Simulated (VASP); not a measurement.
# Lattice of NaI, functional by functional, part 2 of 2

Aim: relax NaI at several levels of theory and compare the cells. The starting structure is a measured crystal structure from the Crystallography Open Database. The first relaxation on each setting starts from this cell expanded by 3 % in volume.

VASP 6.6.1.

Results so far: PBEsol 32.81 Å³ an atom; LDA 30.66 Å³ an atom; PBE 34.74 Å³ an atom; PBEsol + D3(BJ) 30.61 Å³ an atom.

### Step 6. Relaxation with r2SCAN

Level of this step: r2SCAN; plane waves and PAW (I, Na_pv) (VASP).

r2SCAN adds the kinetic-energy density, costs more than a GGA and is run with LASPH. This run starts from the cell of an earlier relaxation, which isn't shown; the restart sets up the plane waves anew.

Contents of INCAR:

```
SYSTEM = NaI
PREC = Accurate
ENCUT = 450
EDIFF = 1E-06
NELM = 100
ISMEAR = 0
SIGMA = 0.03
LREAL = .FALSE.
ALGO = Normal
METAGGA = R2SCAN
LASPH = .TRUE.
NBANDS = 13
LORBIT = 11
LWAVE = .FALSE.
LCHARG = .FALSE.
KPAR = 4
IBRION = 2
NSW = 50
ISIF = 3
EDIFFG = -0.006
```

Contents of POSCAR:

```
NaI
1.0
    0.0000000000      3.2249222165      3.2249222165
    3.2249222165      0.0000000000      3.2249222165
    3.2249222165      3.2249222165      0.0000000000
I Na
1 1
Direct
    0.5000000000      0.5000000000      0.5000000000
    0.0000000000      0.0000000000      0.0000000000
```

Contents of KPOINTS:

```
Automatic mesh
0
Gamma
6 6 6
0 0 0
```

Potentials, in the order of the species: I and Na_pv (PBE family, release 64).

On the command line:

```bash
$ mpirun -np 4 vasp_std
```

Output:

```text
[banner, memory and clock lines left out]
running    4 mpi-ranks, on    1 nodes
[...]
[... a notice as in an earlier step ...]

 LDA part: xc-table for (None), standard interpolation
 POSCAR, INCAR and KPOINTS ok, starting setup
[...]
entering main loop
       N       E                     dE             d eps       ncg     rms          rms(c)
DAV:   1     0.543983049034E+02    0.54398E+02   -0.64033E+03   421   0.887E+02
DAV:   2    -0.257907701028E+02   -0.80189E+02   -0.75283E+02   421   0.236E+02
DAV:   3    -0.324173355972E+02   -0.66266E+01   -0.65823E+01   546   0.662E+01
DAV:   4    -0.325745910185E+02   -0.15726E+00   -0.15720E+00   507   0.104E+01
[...]
DAV:  12    -0.310872988217E+02    0.17442E-05   -0.12301E-06   526   0.138E-02    0.350E-03
DAV:  13    -0.310873019190E+02   -0.30974E-05   -0.27731E-07   293   0.649E-03    0.242E-03
DAV:  14    -0.310873019424E+02   -0.23374E-07   -0.45036E-08   253   0.275E-03
   1 F= -.31087302E+02 E0= -.31087302E+02  d E =-.310873E+02
[... from here on, the cycles between the ionic steps are left out ...]
   2 F= -.31087355E+02 E0= -.31087355E+02  d E =-.533154E-04
   3 F= -.31087352E+02 E0= -.31087352E+02  d E =-.498132E-04
   4 F= -.31087354E+02 E0= -.31087354E+02  d E =-.518688E-04
   5 F= -.31087356E+02 E0= -.31087356E+02  d E =-.538165E-04
   6 F= -.31087357E+02 E0= -.31087357E+02  d E =-.549751E-04
   7 F= -.31087365E+02 E0= -.31087365E+02  d E =-.851021E-05
 trial-energy change:   -0.000009  1 .order   -0.000003   -0.000007    0.000002
 step:   0.9590(harm=  0.8122)  dis= 0.00000  next Energy=   -31.087365 (dE=-0.854E-05)
 reached required accuracy - stopping structural energy minimisation
```

Run time: 45 s. Hardware: 4 MPI ranks of Intel Xeon Platinum 8259CL at 2.50GHz (Skylake/Cascade Lake), shared host; peak memory 0.74 GiB.

OUTCAR, selected parts (step 6):

```text
  Total        0.0031082      0.0031082      0.0031082      0.0000000     -0.0000000      0.0000000
  in kB        0.0744189      0.0744189      0.0744189      0.0000000     -0.0000000      0.0000000
  external PRESSURE =       0.0744189 kB  Pullay stress =       0.0000000 kB

 POSITION                                       TOTAL-FORCE (eV/Angst)
 -----------------------------------------------------------------------------------
      3.22230      3.22230      3.22230        -0.000000     -0.000000      0.000000
      3.22230      6.44461      3.22230         0.000000      0.000000     -0.000000
 -----------------------------------------------------------------------------------
    total drift:                               -0.000000     -0.000000      0.000000

  FREE ENERGIE OF THE ION-ELECTRON SYSTEM (eV)
  ---------------------------------------------------
  free  energy   TOTEN  =       -31.0873654277 eV

  energy  without entropy=      -31.0873654277  energy(sigma->0) =      -31.08736543

[... 2 parts as in an earlier step ...]

[... 2 further parts left out ...]
[key lines of the parts left out:]
E-fermi :   0.7938
```

With r2SCAN the relaxed cell holds 33.458 Å³ an atom, -1.30 % against the measured cell, with a = 6.445 Å. That is +1.97 % from PBEsol.

### Step 7. Relaxation with r2SCAN + rVV10

rVV10 adds a nonlocal correlation energy for dispersion. This run starts from the cell of an earlier relaxation, which isn't shown; the restart sets up the plane waves anew.

Changes to INCAR since step 6:

```diff
@@ -10,2 +10,6 @@
 METAGGA = R2SCAN
+LUSE_VDW = .TRUE.
+IVDW_NL = 2
+BPARAM = 11.95
+CPARAM = 0.0093
 LASPH = .TRUE.
```

Contents of POSCAR:

```
NaI
1.0
    0.0000000000      3.2017814499      3.2017814499
    3.2017814499      0.0000000000      3.2017814499
    3.2017814499      3.2017814499      0.0000000000
I Na
1 1
Direct
    0.5000000000      0.5000000000      0.5000000000
    0.0000000000      0.0000000000      0.0000000000
```

KPOINTS is that of step 6.

On the command line:

```bash
$ mpirun -np 4 vasp_std
```

Output:

```text
[banner, memory and clock lines left out]
running    4 mpi-ranks, on    1 nodes
[...]
|                                                                             |
|               ----> ADVICE to this user running VASP <----                  |
|                                                                             |
|     You have switched on vdW-DFT.                                           |
|     This routine was written and supplied by Jiri Klimes. We recommend      |
|     that you carefully read and cite the following publications:            |
|       J. Klimes, D.R. Bowler, A. Michelides                                 |
|          J. Phys.: Cond Matt. 22 022201 (2010)                              |
|       J. Klimes, D.R. Bowler, A. Michelides                                 |
|          Phys. Rev. B. 83, 195131 (2011)                                    |
|     and references therein.                                                 |
|                                                                             |

[...]
Total rVV10 correction in eV:      0.5013338    17.1431937
DAV:  14    -0.305835057667E+02    0.30210E-06   -0.60193E-08   243   0.324E-03
Total rVV10 correction in eV:      0.5013338    17.1431937
Total rVV10 correction in eV:      0.5013338    17.1431937
Total rVV10 correction in eV:      0.5013338    17.1431937
Total rVV10 correction in eV:      0.5013338    17.1431937
Total rVV10 correction in eV:      0.5013343    17.1431937
Total rVV10 correction in eV:      0.5013343    17.1431937
Total rVV10 correction in eV:      0.5013343    17.1431937
Total rVV10 correction in eV:      0.5013343    17.1431937
   1 F= -.30583506E+02 E0= -.30583506E+02  d E =-.305835E+02
[... from here on, the cycles between the ionic steps are left out ...]
   2 F= -.30583662E+02 E0= -.30583662E+02  d E =-.155924E-03
   3 F= -.30583646E+02 E0= -.30583646E+02  d E =-.139786E-03
   4 F= -.30583652E+02 E0= -.30583652E+02  d E =-.145984E-03
   5 F= -.30583658E+02 E0= -.30583658E+02  d E =-.151803E-03
   6 F= -.30583661E+02 E0= -.30583661E+02  d E =-.154884E-03
   7 F= -.30583683E+02 E0= -.30583683E+02  d E =-.225765E-04
 trial-energy change:   -0.000023  1 .order   -0.000008   -0.000023    0.000007
 step:   0.9338(harm=  0.7700)  dis= 0.00000  next Energy=   -30.583683 (dE=-0.228E-04)
 reached required accuracy - stopping structural energy minimisation
```

Elapsed: 3.8 min, on 4 MPI ranks; peak memory 1.2 GiB; 15 min of CPU time.

Parts of OUTCAR (step 7):

```text
  Total        0.0073374      0.0073374      0.0073374     -0.0000000      0.0000000      0.0000000
  in kB        0.1798703      0.1798703      0.1798703     -0.0000000      0.0000000      0.0000000
  external PRESSURE =       0.1798703 kB  Pullay stress =       0.0000000 kB

 POSITION                                       TOTAL-FORCE (eV/Angst)
 -----------------------------------------------------------------------------------
      3.19708      3.19708      3.19708         0.000000      0.000000      0.000000
      6.39417      3.19708      3.19708        -0.000000     -0.000000     -0.000000
 -----------------------------------------------------------------------------------
    total drift:                                0.000000     -0.000000      0.000000

  FREE ENERGIE OF THE ION-ELECTRON SYSTEM (eV)
  ---------------------------------------------------
  free  energy   TOTEN  =       -30.5836832269 eV

  energy  without entropy=      -30.5836832269  energy(sigma->0) =      -30.58368323

[... 2 parts as in an earlier step ...]

[... 2 further parts left out ...]
[key lines of the parts left out:]
E-fermi :   0.8961
```

With r2SCAN + rVV10 the relaxed cell holds 32.679 Å³ an atom, -3.60 % against the measured cell, with a = 6.394 Å. That is -0.41 % from PBEsol.

### Step 8. All runs side by side

```csv
level,volume (Å³/atom),against the measured cell (%),a (Å),pressure left (GPa),core minutes
PBEsol,32.813,-3.2,6.4029,-0.02,1.16
LDA,30.656,-9.57,6.2595,-0.01,0.827
PBE,34.742,2.49,6.526,0.02,1.08
PBEsol + D3(BJ),30.606,-9.71,6.2561,-0.03,1.59
r2SCAN,33.458,-1.3,6.4446,0.01,10.3
r2SCAN + rVV10,32.679,-3.6,6.3942,0.02,41.3
```

Core minutes are wall time times ranks, summed over the relaxations behind a row (those for a bulk modulus apart), on shared hosts.

### Step 9. What came out

| Item | Value |
| --- | --- |
| volume, PBEsol | 32.81 Å³/atom |
| volume, LDA | 30.66 Å³/atom |
| volume, PBE | 34.74 Å³/atom |
| volume, PBEsol + D3(BJ) | 30.61 Å³/atom |
| volume, r2SCAN | 33.46 Å³/atom |
| volume, r2SCAN + rVV10 | 32.68 Å³/atom |

In words: Across 6 levels the volume of NaI spans 13.5 %, from 30.61 Å³ an atom (PBEsol + D3(BJ)) to 34.74 Å³ (PBE). Against the measured volume of the starting structure, r2SCAN comes nearest (-1.3 %) and PBEsol + D3(BJ) lies farthest (-9.7 %). The measured cell holds zero-point expansion and, unless it was taken cold, thermal expansion, which the runs lack, so small differences decide nothing. Adding D3(BJ) to PBEsol changes the volume by -6.7 %. Adding rVV10 to r2SCAN changes the volume by -2.3 %. LASPH is on in some of these runs and off in others, which adds a little to the differences. All runs keep the symmetry of the start, so they can't find a distortion of lower symmetry. Further runs on this material are not shown.

[Lines on the potential files, build, host, timing and source positions are cut from VASP's logs without a mark.]

[Logs are printed without paths, hosts, clocks, repeated set-up lines and the standing remarks that a program may print on its own settings, such as how far it seeks lower states.]

[Hosts, paths, dates, database ids (printed as entryN), source tags and the programs' standing remarks are cut or masked in the printed files.]
